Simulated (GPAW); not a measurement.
Rh, 1 atom in the cell. Symmetry: Fm-3m, No. 225, cubic system. The conventional cell has a = 3.796 Å, b = 3.796 Å, c = 3.796 Å, α = 90.00°, β = 90.00°, γ = 90.00°. Around Rh (site symmetry m-3m) lie 12 Rh at 2.68 Å. 

```yaml
Program: GPAW 26.7.0
Task: relaxation of cell and atoms
Functional: PBEsol
Potentials_or_basis: PAW data sets generated in the run's folder for this functional
Cutoff: 600 eV
Basis: pw
k_mesh: 12 × 12 × 12
Occupations: fermi-dirac, width 0.05 eV
Spin: no spin polarisation
Target_pressure: 20 GPa
Maxiter: 150
Optimizer: BFGS
Fmax: 0.02 eV/Å
Max_steps: 60
Target_pressure: 20 GPa
Convergence: density=1e-05 forces=0.0001
```

Potentials or basis: PAW data sets generated in the run's folder for this functional, pw.

Run with:

```console
$ gpaw-setup -f PBEsol Rh
$ OMP_NUM_THREADS=1 python run.py
```

Hardware: 1 thread of Intel(R) Xeon(R) 6975P-C (Granite Rapids), with other jobs on the host.

Question: How long does it take, and how much memory?

Answer: It took 20 s on 1 thread of Intel(R) Xeon(R) 6975P-C (Granite Rapids), on a shared host, peak memory 0.16 GiB. Counts: scf iterations 34, plane waves 471, bands 16, k points 72, ion steps 4.
